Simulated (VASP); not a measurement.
# C: relaxed cell and band gap, by functional and dispersion

C, P6_3/mmc (no. 194), 4 atoms in the cell.

| Functional | Dispersion | Volume (Å³/atom) | Change from the starting volume (fraction) | Gap, path and mesh (eV) | Time (s) |
|---|---|---|---|---|---|
| PBE | none | 10.47 | 0.190 | 0.00 | 52 |
| PBE | ULG | 8.72 | -0.009 | 0.00 | 24 |
| r2SCAN | D4 | 8.66 | -0.015 | 0.00 | 154 |
| BEEF-vdW | in the functional | 9.50 | 0.080 | 0.00 | 362 |

Limits: A zero gap at this level doesn't show that the crystal is a metal; row 1: the cell opens along one direction, as layers do when no dispersion term holds them together.

## Input of the first row

INCAR.step1:
```
PREC = Accurate ; ENCUT = 600
EDIFF = 1E-7 ; ISMEAR = 0
SIGMA = 0.02 ; LREAL = False
LASPH = True ; GGA_COMPAT = False
ALGO = Normal ; NELM = 150
ISIF = 3 ; LWAVE = False
LCHARG = False ; GGA = PE
IBRION = 2 ; EDIFFG = -0.002
NSW = 60 ; KPAR = 4
```

INCAR.step2, as INCAR.step1 but for:
```
- NSW = 60
+ NSW = 40
```

INCAR.step3, as INCAR.step2 but for:
```
- ISIF = 3
- IBRION = 2
- EDIFFG = -0.002
- NSW = 40
+ ISIF = 2
+ NBANDS = 16
```

KPOINTS:
```
k-points
0
Gamma
  8 8 3
```

KPOINTS_OPT:
```
path GMKGALHA,LM,KH
8
line-mode
reciprocal
 0.0000000000  0.0000000000  0.0000000000  G
 0.5000000000  0.0000000000  0.0000000000  M

 0.5000000000  0.0000000000  0.0000000000  M
 0.3333333333  0.3333333333  0.0000000000  K

 0.3333333333  0.3333333333  0.0000000000  K
 0.0000000000  0.0000000000  0.0000000000  G

 0.0000000000  0.0000000000  0.0000000000  G
 0.0000000000  0.0000000000  0.5000000000  A

 0.0000000000  0.0000000000  0.5000000000  A
 0.5000000000  0.0000000000  0.5000000000  L

 0.5000000000  0.0000000000  0.5000000000  L
 0.3333333333  0.3333333333  0.5000000000  H

 0.3333333333  0.3333333333  0.5000000000  H
 0.0000000000  0.0000000000  0.5000000000  A

 0.5000000000  0.0000000000  0.5000000000  L
 0.5000000000  0.0000000000  0.0000000000  M

 0.3333333333  0.3333333333  0.0000000000  K
 0.3333333333  0.3333333333  0.5000000000  H
```

POSCAR.step1:
```
C
1.0
    2.4610000000      0.0000000000      0.0000000000
   -1.2305000000      2.1312885187      0.0000000000
    0.0000000000      0.0000000000      6.7080000000
C
4
Direct
    0.0000000000      0.0000000000      0.2500000000
    0.0000000000      0.0000000000      0.7500000000
    0.3333333333      0.6666666667      0.2500000000
    0.6666666667      0.3333333333      0.7500000000
```

Commands (each step's output is kept before the next begins):
```
cat potpaw_PBE.64/C/POTCAR > POTCAR
cp INCAR.step1 INCAR
cp POSCAR.step1 POSCAR
mpirun -np 4 vasp_std > vasp.out
cp CONTCAR POSCAR
rm WAVECAR CHG
cp INCAR.step2 INCAR
mpirun -np 4 vasp_std > vasp.out
cp CONTCAR POSCAR
rm WAVECAR CHG
cp INCAR.step3 INCAR
mpirun -np 4 vasp_std > vasp.out
```

Changes of the last row against the first:
```
(all steps)
- GGA = PE
+ GGA = BF
+ LUSE_VDW = True
+ ZAB_VDW = -1.8867
```

VASP 6.6.1 took 52 s on 4 cores (AMD EPYC 7R13 (Zen 3)), a shared host.
